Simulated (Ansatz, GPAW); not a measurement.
## A script for ZnSe (PBE in single-zeta orbitals)

These are simulated results from GPAW 26.7.0, not measurements. The cell was built from a prototype and was relaxed with r2SCAN in plane waves (Ansatz 0.2.0). Not every such cell is a known phase. All runs are without spin polarisation.

The symmetry is P6_3/mmc (No. 194, hexagonal); conventional cell a = 4.151 Å, c = 6.175 Å, 23.04 Å³ an atom. Zn is surrounded by 3 Se at 2.40 Å; Se is surrounded by 3 Zn at 2.40 Å.

The basis is minimal: single zeta, one radial function for each shell that the log's basis lists. It describes the filled bands fairly and the empty ones poorly.

run.py reads:

```python
import json
from ase import Atoms
from gpaw import GPAW, PW, FermiDirac

atoms = Atoms(['Zn', 'Zn', 'Se', 'Se'],
              cell=[[4.15138884, 0.0, 0.0], [-2.07569442, 3.5952082, 0.0], [0.0, 0.0, 6.17474424]],
              scaled_positions=[[0.333333333, 0.666666667, 0.25], [0.666666667, 0.333333333, 0.75], [0.666666667, 0.333333333, 0.25], [0.333333333, 0.666666667, 0.75]],
              pbc=True)
calc = GPAW(mode='lcao', basis='sz(dzp)', h=0.2, xc='PBE', kpts={'size': (6, 6, 4), 'gamma': True},
            occupations=FermiDirac(0.02), maxiter=100, legacy_gpaw=True, txt='gpaw.txt')
atoms.calc = calc
res = {'energy': atoms.get_potential_energy(force_consistent=True)}
res['electrons'] = calc.get_number_of_electrons()
res['k'] = calc.get_ibz_k_points().tolist()
res['levels'] = [calc.get_eigenvalues(kpt=i).tolist() for i in range(len(res['k']))]
points = [[0.0, 0.0, 0.0], [0.5, 0.0, 0.0], [0.333333, 0.333333, 0.0], [0.0, 0.0, 0.5], [0.5, 0.0, 0.5], [0.333333, 0.333333, 0.5]]
bands = calc.fixed_density(kpts=points, symmetry='off', txt='bands.txt')
res['points'] = [bands.get_eigenvalues(kpt=i).tolist() for i in range(len(points))]
json.dump(res, open('results.json', 'w'))
print('free energy (eV):', round(res['energy'], 5))
```

Command: `python run.py`. It took 23 s on 1 thread of Arm Neoverse V2, on a shared host, peak memory 0.17 GiB.

The log gpaw.txt, trimmed of paths, versions and times, then the last line on the terminal. An iter line gives the energy in eV and the logarithms of the changes of orbitals (plane waves alone) and density (c: converged):

```
___ ___ ___ _ _ _
 |   |   |_  | | | |

 | | | | | . | | | |

 |__ |  _|___|_____|  26.7.0
 |___|_|

Input parameters:
  basis: sz(dzp)
  h: 0.2
  kpts: {gamma: True,
         size: (6, 6, 4)}
  maxiter: 100
  mode: lcao
  occupations: {fixmagmom: False,
                name: fermi-dirac,
                width: 0.02}
  xc: PBE

System changes: positions, numbers, cell, pbc, initial_charges, initial_magmoms

Initialize ...

species:
  Zn:
    name:    Zinc
    Z:       30.0
    valence: 12
    core:    18
    charge:  0.0  # [|e|]
    compensation charges:
      type: gauss
      rc: 0.37  # [Å]
      lmax: 2
    cutoffs:
      filter: 2.14  # [Å]
      core: 2.28  # [Å]
    projectors
    | kind |    occ | energy [eV] | rcut [Å] |

    |------|--------|-------------|----------|

    |   4s |  2.000 |      -5.977 |    1.286 |

    |   4p |  0.000 |      -1.117 |    1.270 |

    |   3d | 10.000 |     -10.142 |    1.180 |

    |    s |        |      21.234 |    1.286 |

    |    p |        |      26.095 |    1.270 |

    |    d |        |      17.070 |    1.180 |

    LCAO basis set for Zn:
      Name: sz(dzp)
      Number of radial functions: 3
      Number of spherical harmonics: 9
        l=0, rc=8.1562 Bohr: 4s-sz confined orbital
        l=1, rc=12.4062 Bohr: 4p-sz confined orbital
        l=2, rc=4.3594 Bohr: 3d-sz confined orbital
      Number of RI-basis functions 0

  Se:
    name:    Selenium
    Z:       34.0
    valence: 6
    core:    28
    charge:  0.0  # [|e|]
    compensation charges:
      type: gauss
      rc: 0.27  # [Å]
      lmax: 2
    cutoffs:
      filter: 1.77  # [Å]
      core: 2.67  # [Å]
    projectors
    | kind |    occ | energy [eV] | rcut [Å] |

    |------|--------|-------------|----------|

    |   4s |  2.000 |     -17.277 |    0.847 |

    |   4p |  4.000 |      -6.512 |    1.005 |

    |    s |        |       9.935 |    0.847 |

    |    p |        |      20.699 |    1.005 |

    |    d |        |       0.000 |    0.847 |

    LCAO basis set for Se:
      Name: sz(dzp)
      Number of radial functions: 2
      Number of spherical harmonics: 4
        l=0, rc=5.7344 Bohr: 4s-sz confined orbital
        l=1, rc=7.2656 Bohr: 4p-sz confined orbital
      Number of RI-basis functions 0

Reference energy: -229929.717567  # eV

Spin-paired calculation

Convergence criteria:
 Maximum [total energy] change in last 3 cyles: 0.0005 eV / valence electron
 Maximum integral of absolute [dens]ity change: 0.0001 electrons / valence electron
 Maximum integral of absolute [eigenst]ate change: 4e-08 eV^2 / valence electron
 Maximum number of scf [iter]ations: 100
 (Square brackets indicate name in SCF output, whereas a 'c' in
 the SCF output indicates the quantity has converged.)

Symmetries present (total): 4

  ( 1  0  0)  ( 1  0  0)  (-1  0  0)  (-1  0  0)
  ( 0  1  0)  (-1 -1  0)  ( 1  1  0)  ( 0 -1  0)
  ( 0  0  1)  ( 0  0 -1)  ( 0  0  1)  ( 0  0 -1)

144 k-points: 6 x 6 x 4 Monkhorst-Pack grid + [1/12,1/12,1/8]
47 k-points in the irreducible part of the Brillouin zone
       k-points in crystal coordinates                weights
   0:     0.00000000    0.00000000    0.00000000          1/144
   1:     0.00000000    0.00000000    0.25000000          2/144
   2:     0.00000000    0.00000000    0.50000000          1/144
   3:     0.00000000    0.16666667   -0.25000000          2/144
   4:     0.00000000    0.16666667    0.00000000          2/144
   5:     0.00000000    0.16666667    0.25000000          2/144
   6:     0.00000000    0.16666667    0.50000000          2/144
   7:     0.00000000    0.33333333   -0.25000000          2/144
   8:     0.00000000    0.33333333    0.00000000          2/144
   9:     0.00000000    0.33333333    0.25000000          2/144
          ...
  46:     0.50000000    0.50000000    0.50000000          2/144

Wave functions: LCAO
  Diagonalizer: Serial LAPACK
  Atomic Correction: dense with blas
  Data-type: complex

Occupation numbers: Fermi-Dirac:
  width: 0.0200  # eV

Eigensolver
   LCAO using direct dense diagonalizer

Densities:
  Coarse grid: 16*16*32 grid
  Fine grid: 32*32*64 grid
  Total Charge: 0.000000

Density mixing:
  Method: separate
  Backend: msr1
  Linear mixing parameter: 0.05
  old densities: 10
  Width of damping distribution: 1.1
  Damping of long wavelength oscillations: 20

Hamiltonian:
  XC and Coulomb potentials evaluated on a 32*32*64 grid
  Using the PBE Exchange-Correlation functional
  Interpolation: tri-quintic (5. degree polynomial)
  Poisson solver: FastPoissonSolver using
    Stencil: 8*3+1=25 point O(h^6) finite-difference Laplacian
    FFT axes: [np.int64(0), np.int64(1), np.int64(2)]
    FST axes: []

XC parameters: PBE with 2 nearest neighbor stencil

Memory estimate:
  Process memory now: 114.46 MiB
  Calculator: 23.38 MiB
    Density: 13.34 MiB
      Arrays: 1.62 MiB
      Localized functions: 10.46 MiB
      Mixer: 1.25 MiB
    Hamiltonian: 1.76 MiB
      Arrays: 1.06 MiB
      XC: 0.00 MiB
      Poisson: 0.00 MiB
      vbar: 0.70 MiB
    Wavefunctions: 8.28 MiB
      C [qnM]: 0.48 MiB
      S, T [2 x qmm]: 0.97 MiB
      P [aqMi]: 0.07 MiB
      BasisFunctions: 6.76 MiB
      Eigensolver: 0.00 MiB

Total number of cores used: 1

Number of atoms: 4
Number of atomic orbitals: 26
Number of bands in calculation: 26
Number of valence electrons: 36
Bands to converge: occupied
Positions:
   0 Zn    -0.000000    2.396805    1.543686    ( 0.0000,  0.0000,  0.0000)
   1 Zn     2.075694    1.198403    4.631058    ( 0.0000,  0.0000,  0.0000)
   2 Se     2.075694    1.198403    1.543686    ( 0.0000,  0.0000,  0.0000)
   3 Se    -0.000000    2.396805    4.631058    ( 0.0000,  0.0000,  0.0000)

Unit cell:
           periodic     x           y           z      points  spacing
  1. axis:    yes    4.151389    0.000000    0.000000    16     0.2247
  2. axis:    yes   -2.075694    3.595208    0.000000    16     0.2247
  3. axis:    yes    0.000000    0.000000    6.174744    32     0.1930

  Lengths:   4.151389   4.151389   6.174744
  Angles:   90.000000  90.000000 120.000000

Effective grid spacing dv^(1/3) = 0.2241

iter:   1    -8.698241        c
iter:   2    -8.665419        c -1.25
iter:   3    -8.465966        c -1.28
iter:   4    -8.461763        c -2.11
iter:   5    -8.461151c       c -2.76
iter:   6    -8.461131c       c -3.59
iter:   7    -8.461129c       c -4.10c

Converged after 7 iterations.

Energy contributions relative to reference atoms: (reference = -229929.717567)

Kinetic:        +58.230015
Potential:      -48.746126
External:        +0.000000
XC:             -18.292864
Entropy (-ST):   -0.000000
Local:           +0.347846
SIC:             +0.000000
--------------------------
Free energy:     -8.461129
Extrapolated:    -8.461129

Showing only first 2 kpts
 Kpt  Band  Eigenvalues  Occupancy
  0    16      3.43732    2.00000
  0    17      4.18977    2.00000
  0    18      4.76130    0.00000
  0    19      4.97791    0.00000

  1    16      3.31543    2.00000
  1    17      3.31889    2.00000
  1    18      5.06703    0.00000
  1    19      6.05381    0.00000

Fermi level: 4.47562

Gap: 0.572 eV
Transition (v -> c):
  (s=0, k=0, n=17, [0.00, 0.00, 0.00]) -> (s=0, k=0, n=18, [0.00, 0.00, 0.00])
No difference between direct/indirect transitions

free energy (eV): -8.46113
```

The gap in the log is over the mesh alone; results.json adds the listed points. PBE in single-zeta orbitals gives a gap of 0.57 eV. On the same cell, plane-wave PBE (Ansatz, 12×12×4 k points and the special points) gives a gap of 0.34 eV and r2SCAN a gap of 0.84 eV; on shared hosts these took about 10 and 24 core-seconds on the 4-atom cell, against 23 for the script. Semilocal gaps usually lie below measured ones.

Spin-orbit coupling is left out.
